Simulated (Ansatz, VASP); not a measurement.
**Cu: VASP beside Ansatz**

INCAR

```
  ALGO = Normal
  EDIFF = 1E-7
  ENCUT = 520
  GGA = PE
  ISIF = 2
  ISMEAR = -5
  LASPH = True
  LCHARG = False
  LREAL = False
  LWAVE = False
  NBANDS = 12
  NELM = 80
  PREC = Accurate
  SIGMA = 0.1
```

Contents of KPOINTS:

```
k-points
0
Gamma
  9 9 9
```

Contents of POSCAR:

```
Cu
1.0
    0.0000000000      1.7810820000      1.7810820000
    1.7810820000      0.0000000000      1.7810820000
    1.7810820000      1.7810820000      0.0000000000
Cu
1
Direct
    0.0000000000      0.0000000000      0.0000000000
```

Input for Ansatz:

```yaml
crystal:
  lattice:
    - [0.0, 1.781082, 1.781082]
    - [1.781082, 0.0, 1.781082]
    - [1.781082, 1.781082, 0.0]
  atoms:
    - { symbol: Cu, position: [0.0, 0.0, 0.0] }
  symmetry: { tolerance: 0.0003 }
kpoints:
  mp_grid: { grid: [9, 9, 9], shift: [0, 0, 0] }
magnetization:
  spin_polarized: false
scf:
  occupations: { method: tetrahedron }
hamiltonian:
  pseudopotentials: { kind: paw }
  xc: pbe
basis:
  ecutwfc: 420
output:
  forces: true
  stress: true
  eigenvalues: true
accuracy: medium
```

Alike in both runs: task single point; functional PBE; k mesh 9 × 9 × 9; occupations tetrahedron; no spin polarisation.

```csv
,VASP,Ansatz
version,VASP 6.6.1,Ansatz 0.2.0
potentials or method,"VASP PAW PBE potentials, release 64 (Cu)",PAW plane waves
plane-wave cutoff (eV),520,420
valence electrons in the cell,11,19
```

|  | VASP | Ansatz | Ansatz less VASP |
| --- | --- | --- | --- |
| gap on the k mesh at the Fermi level (eV) | none | none | - |
| pressure (GPa) | 9.5 | 9.0 | -0.50 |

A gap of «none» marks a metal or a gap that the smearing closes. The two sets of potentials don't hold the same shells in valence. Ansatz warned: «band_table_not_solved_further».

Caveats: tetrahedron occupations give inexact forces and stress in metals.
